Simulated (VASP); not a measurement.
# MgSe: single point with PBE

The system is MgSe.

```
Se Mg
1.0
     0.00000    2.72550    2.72550
     2.72550    0.00000    2.72550
     2.72550    2.72550    0.00000
Se Mg
1 1
Direct
  0.50000 0.50000 0.50000
  0.00000 0.00000 0.00000
```

```yaml
Program: VASP 6.6.1
Task: single point
Functional: PBE
Potentials_or_basis: VASP PAW PBE potentials, release 64 (Se_GW, Mg_GW)
Cutoff: 500 eV
k_mesh: 4 × 4 × 4
Occupations: gaussian, width 0.02 eV
Spin: no spin polarisation
Further_INCAR_settings: ALGO = Fast; EDIFF = 1e-06; NBANDS = 11
```

```
Pressure               : 2.3 GPa
Band gap on the k mesh : 1.77 eV, indirect (least direct gap 2.57 eV)
```

Levels at points of the mesh, in eV from the valence-band top:
| k point | band 1 | band 2 | band 3 | band 4 | band 5 | band 6 | band 7 | band 8 |
| --- | --- | --- | --- | --- | --- | --- | --- | --- |
| (0.00, 0.00, 0.00) | -12.94 | 0.00 | 0.00 | 0.00 | 2.57 | 7.39 | 7.39 | 7.39 |
| (0.50, 0.00, 0.00) | -11.82 | -4.97 | -0.58 | -0.58 | 3.80 | 6.07 | 6.07 | 8.59 |
| (0.50, 0.50, 0.00) | -11.49 | -4.28 | -1.79 | -1.79 | 1.77 | 3.94 | 11.74 | 12.14 |

It took 4.7 s on 1 thread of Intel(R) Xeon(R) Platinum 8488C (Sapphire Rapids), with other jobs on the host, peak memory 0.14 GiB.

Caveat: the k mesh is coarse (spacing up to 0.50 Å⁻¹), so the values aren't converged. A k mesh can miss the band edges.
